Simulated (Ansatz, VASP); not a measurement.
# HfN: VASP beside Ansatz

The input INCAR:

```
SYSTEM = HfN
PREC = Accurate
ENCUT = 520
EDIFF = 1E-6
ISMEAR = 0
SIGMA = 0.15
LREAL = .False.
LASPH = .True.
NELM = 80
ALGO = Normal
ISIF = 2
LWAVE = .False.
LCHARG = .False.
GGA = PS
NBANDS = 14
```

The input KPOINTS:

```
Automatic mesh
0
Gamma
  20 20 20
  0 0 0
```

Contents of POSCAR:

```
HfN
1.0
    0.0000000000      2.1883595026      2.4071954529
    2.1883595026      0.0000000000      2.4071954529
    2.1883595026      2.1883595026      0.0000000000
Hf N
1 1
Direct
    0.0000000000      0.0000000000      0.0000000000
    0.5000000000      0.5000000000      0.5000000000
```

Input for Ansatz:

```yaml
crystal:
  lattice:
    - [0.0, 2.1883595026, 2.4071954529]
    - [2.1883595026, 0.0, 2.4071954529]
    - [2.1883595026, 2.1883595026, 0.0]
  atoms:
    - { symbol: Hf, position: [0.0, 0.0, 0.0] }
    - { symbol: "N", position: [0.5, 0.5, 0.5] }
basis:
  ecutwfc: 420
kpoints:
  mp_grid: { grid: [20, 20, 20] }
hamiltonian:
  xc: pbesol
scf:
  occupations: { method: gaussian, width: 0.15 }
output:
  forces: true
  stress: true
  eigenvalues: true
```

Alike in both runs: task single point; functional PBEsol; k mesh 20 × 20 × 20; occupations gaussian, width 0.15 eV; no spin polarisation.

```csv
,VASP,Ansatz
version,VASP 6.6.1,Ansatz 0.2.0
potentials or method,"VASP PAW PBE potentials, release 64 (Hf_pv, N)","scalar-relativistic, plane waves, PAW"
plane-wave cutoff (eV),520,420
valence electrons in the cell,15,31
```

```tsv
	VASP	Ansatz	Ansatz less VASP
gap on the k mesh at the Fermi level (eV)	none	none	-
pressure (GPa)	0.5	2.6	+2.07
largest component of the traceless stress (GPa)	27.22	27.38	+0.160
```

A gap of «none» marks a metal or a gap that the smearing closes. The two sets of potentials don't hold the same shells in valence.

Caveats: the PAW data sets were made with another functional, which shifts forces and pressure a little (VASP). The runs have no spin-orbit coupling, so splittings on Hf are missing.
